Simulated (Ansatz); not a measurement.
`BC(C)=N` + `CC(=O)O` → `BOC(C)=O` + `CC=N` at 600 K and 1 bar (ligand exchange at a B–C bond).

Gas-phase electronic energies from Ansatz, PBE0-D4/def2-TZVP geometries. CBS: MP2 limit from def2 TZ/QZ plus the TZ coupled-cluster correction, frozen cores. One conformer a species, not always the lowest.

```tsv
species	CCSD(T)/CBS energy (Eh)	H − E (kJ/mol)	S (J/(mol·K))
`BC(C)=N`	-159.16440	257.7	376.5
`CC(=O)O`	-228.87529	204.1	348.2
`BOC(C)=O`	-254.28820	245.3	397.9
`CC=N`	-133.79309	216.6	315.6
```

H − E and S are ideal-gas, rigid-rotor, harmonic terms from PBE0-D4/def2-TZVP, for one conformer and one mirror image of each species. 1 Eh = 2625.50 kJ/mol, R = 8.31446 J/(mol·K).

Problem. By hand: ΔE, ΔH, ΔS and ΔG.

Solution. ΔE = (-254.28820) + (-133.79309) − (-159.16440) − (-228.87529) = -0.04160 Eh = -109.2 kJ/mol. Δ(H − E) = 245.3 + 216.6 − 257.7 − 204.1 = 0.1, so ΔH = -109.1 kJ/mol. ΔS = 397.9 + 315.6 − 376.5 − 348.2 = -11.2 J/(mol·K). ΔG = -109.1 − 600 × (-11.2)/1000 = -102.4 kJ/mol.

Problem. By hand: the equilibrium constant, and the temperature at which ΔG would vanish if ΔH and ΔS stayed fixed.

Solution. log₁₀ K = −ΔG/(RT ln 10) = 8.9. ΔG = 0 at ΔH/ΔS = 9741 K, far beyond where these terms or the molecules hold.

The number of gas molecules stays the same, so ΔS is small and ΔH decides. A doubt of 5 kJ/mol in ΔE shifts log₁₀ K by 0.4 here. Other conformers and mirror images would add mixing entropy, several J/(mol·K) or more a flexible species. These are equilibria of isolated gas molecules and say nothing of rates. Largest T1 diagnostic: 0.015 (customary marks: 0.02 for closed shells, 0.045 for open ones).
